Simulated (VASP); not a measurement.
# SiO₂, NMR shieldings and orbital susceptibility: which settings are enough?

SiO₂, P4_2/mnm (no. 136), 6 atoms in the cell. PBE, GIPAW shieldings; PAW potentials Si, O (PBE set). VASP 6.6.1.

Wanted: isotropic shielding within 1 ppm; span within 2 ppm.

POSCAR:
```
SiO2
1.0
    4.2331690000      0.0000000000      0.0000000000
    0.0000000000      4.2331690000      0.0000000000
    0.0000000000      0.0000000000      2.6934950000
Si O
2 4
Direct
    0.0000000000      0.0000000000      0.0000000000
    0.5000000000      0.5000000000      0.5000000000
    0.8068390000      0.1931610000      0.5000000000
    0.3068390000      0.3068390000      0.0000000000
    0.1931610000      0.8068390000      0.5000000000
    0.6931610000      0.6931610000      0.0000000000
```

The series start from ENCUT (eV): 600; k mesh: 5 × 5 × 7; EDIFF (eV): 1e-8; PREC: Accurate; Projectors: LREAL = F, NLSPLINE = T; LNMR_SYM_RED: yes; ALGO: Normal. Each series keeps the choices made before it, and each single choice may use up half of a tolerance.

## ENCUT (eV)

| ENCUT (eV) | Isotropic shielding, largest deviation (ppm) | Span, largest deviation (ppm) | Time (s) |
|---|---|---|---|
| 400 | 0.6 | 0.1 | 91 |
| 500 | 2.2 | 0.2 | 110 |
| 600 | 1.1 | 0.1 | 218 |
| 700 | 0.3 | 0.1 | 219 |
| 800 | 0.1 | 0.0 | 309 |
| 1000 (reference) | 0.0 | 0.0 | 429 |

Chosen: 700, the loosest value from which every tighter one stays within half of the tolerance.

## k mesh

| k mesh | Isotropic shielding, largest deviation (ppm) | Span, largest deviation (ppm) | Time (s) |
|---|---|---|---|
| 2 × 2 × 3 | 42.8 | 10.0 | 67 |
| 3 × 3 × 4 | 8.3 | 4.1 | 92 |
| 4 × 4 × 6 | 0.9 | 0.3 | 183 |
| 5 × 5 × 7 | 0.2 | 0.1 | 219 |
| 6 × 6 × 9 | 0.0 | 0.0 | 494 |
| 7 × 7 × 10 (reference) | 0.0 | 0.0 | 606 |

Chosen: 5 × 5 × 7.

## EDIFF (eV)

| EDIFF (eV) | Isotropic shielding, largest deviation (ppm) | Span, largest deviation (ppm) | Time (s) |
|---|---|---|---|
| 0.0001 | 9.4 | 0.4 | 153 |
| 1e-5 | 1.8 | 0.4 | 139 |
| 1e-6 | 0.7 | 0.1 | 181 |
| 1e-7 | 0.1 | 0.0 | 201 |
| 1e-8 | 0.0 | 0.0 | 219 |
| 1e-9 (reference) | 0.0 | 0.0 | 289 |

Chosen: 1e-7.

## PREC

| PREC | Isotropic shielding, largest deviation (ppm) | Span, largest deviation (ppm) | Time (s) |
|---|---|---|---|
| Accurate | 0.0 | 0.0 | 201 |
| Normal | 0.0 | 0.0 | 134 |

Chosen: Normal, the fastest of those that stay within half of the tolerance.

## Projectors

| Projectors | Isotropic shielding, largest deviation (ppm) | Span, largest deviation (ppm) | Time (s) |
|---|---|---|---|
| LREAL = F, NLSPLINE = T | 0.0 | 0.0 | 134 |
| LREAL = Auto | 0.0 | 0.0 | 124 |
| LREAL = F, NLSPLINE = F | 0.0 | 0.0 | 126 |

Chosen: LREAL = F, NLSPLINE = T; no other choice that stays within half of the tolerance saves 30 % of the time.

## LNMR_SYM_RED

| LNMR_SYM_RED | Isotropic shielding, largest deviation (ppm) | Span, largest deviation (ppm) | Time (s) |
|---|---|---|---|
| yes | 0.0 | 0.0 | 134 |
| no | 0.0 | 0.0 | 130 |

Chosen: yes.

## ALGO

| ALGO | Isotropic shielding, largest deviation (ppm) | Span, largest deviation (ppm) | Time (s) |
|---|---|---|---|
| Normal | 0.0 | 0.0 | 134 |
| Fast | 0.3 | 0.0 | 120 |
| All | 0.5 | 0.0 | 128 |

Chosen: Normal.

## All choices together

| Input | Isotropic shielding, largest deviation (ppm) | Span, largest deviation (ppm) | Time (s) |
|---|---|---|---|
| defaults but for LCHIMAG, on a 4 × 4 × 6 mesh (naive) | 9.9 | 0.9 | 46 |
| chosen settings | 0.4 | 0.1 | 134 |
| reference settings throughout | 0.0 | 0.0 | 1102 |

The tolerance is met.

Values of the reference run: Isotropic shielding: 515, 515, 136.9, 136.9, 136.9, 136.9 ppm, absolute isotropic shielding with the core part, with the G = 0 term; Span: 22.25, 22.25, 72.61, 72.61, 72.61, 72.61 ppm.

## The input

INCAR:
```
GGA      = PE             # functional
PREC     = Normal         # precision mode
ENCUT    = 700            # plane-wave cutoff, eV
EDIFF    = 1E-7           # SCF threshold, eV
LREAL    = F              # projectors in reciprocal space
LASPH    = T              # aspherical terms in the spheres
ALGO     = Normal         # electronic algorithm
NELM     = 120            # most SCF steps
LWAVE    = F              # write WAVECAR
LCHARG   = F              # write CHGCAR
LCHIMAG  = T            
LNMR_SYM_RED= T            
NLSPLINE = T            
ISMEAR   = 0              # smearing method
SIGMA    = 0.01           # smearing width, eV
KPAR     = 4             
```

KPOINTS:
```
Automatic mesh
0
Gamma
  5 5 7
  0 0 0
```

Commands:
```
cat potpaw_PBE.64/Si/POTCAR potpaw_PBE.64/O/POTCAR > POTCAR
mpirun -np 4 vasp_std > vasp.out
```

Limits: The pGv and vGv forms of the susceptibility differ by more than 5 %, and the shieldings take over part of that uncertainty through the G = 0 term.

The chosen input took VASP 6.6.1 134 s on 4 cores (Intel Xeon Platinum 8259CL @ 2.50GHz (Skylake/Cascade Lake)), a shared host.

## An input that fails: step DQ far too short for the threshold

It runs to its end, but against the unchanged starting input it is off by 1074.6 ppm in the isotropic shielding, 1958.0 ppm in the span.

Changes against the starting input:
```
- EDIFF = 1e-08
+ EDIFF = 1e-05
+ DQ = 1e-06
```
